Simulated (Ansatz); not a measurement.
**TiPbO$_{3}$, a database entry at a rescaled volume**

```
Pb Ti O
1.0
     3.91654    0.00000    0.00000
     0.00000    3.91654    0.00000
     0.00000    0.00000    4.18574
Pb Ti O
1 1 3
Direct
  0.00000 0.00000 0.00000
  0.50000 0.50000 0.54100
  0.50000 0.50000 0.11480
  0.50000 0.00000 0.62080
  0.00000 0.50000 0.62080
```

Single point in Ansatz 0.2.0 with PBE, no spin polarisation. Cutoff 420 eV, PAW datasets, 7×7×6 Γ-centred k mesh, fermi-dirac filling (width 0.1 eV).

Question: Describe some of the short contacts.

Answer: Ti–O at 1.78 Å: least valence density 1.13 e/Å³ and ELF 0.29 there. Pb–O at 2.52 Å: least valence density 0.29 e/Å³ and ELF 0.15 there, a closed-shell (ionic or weak) contact. Both are smooth PAW fields, read partly inside the augmentation spheres.

Question: Give the Bader charges.

Answer: Bader charges in e: Ti +2.21, Pb +1.38, O -1.22 to -1.15. In the mean Ti gives up most and O takes most.

Question: What is the band gap?

Answer: The gap is 1.73 eV, indirect (the least direct gap found is 2.18 eV). A semilocal functional usually gives too small a gap.

Question: Is the cell too large or too small?

Answer: The pressure is 2.2 GPa (compression positive), so with the atoms held at these fractions the cell would first expand.

Question: Which atom feels the largest force, and which way?

Answer: The largest is on O3: 0.25 eV/Å, components (0.00, 0.00, 0.25). It makes 0° with the line to a nearest neighbour, Ti2 at 1.78 Å, pointing towards it.

Origin: a database entry at a rescaled volume. Caveats: no spin-orbit coupling, which can shift this gap by tenths of an eV; the mesh misses a band edge that the path finds.
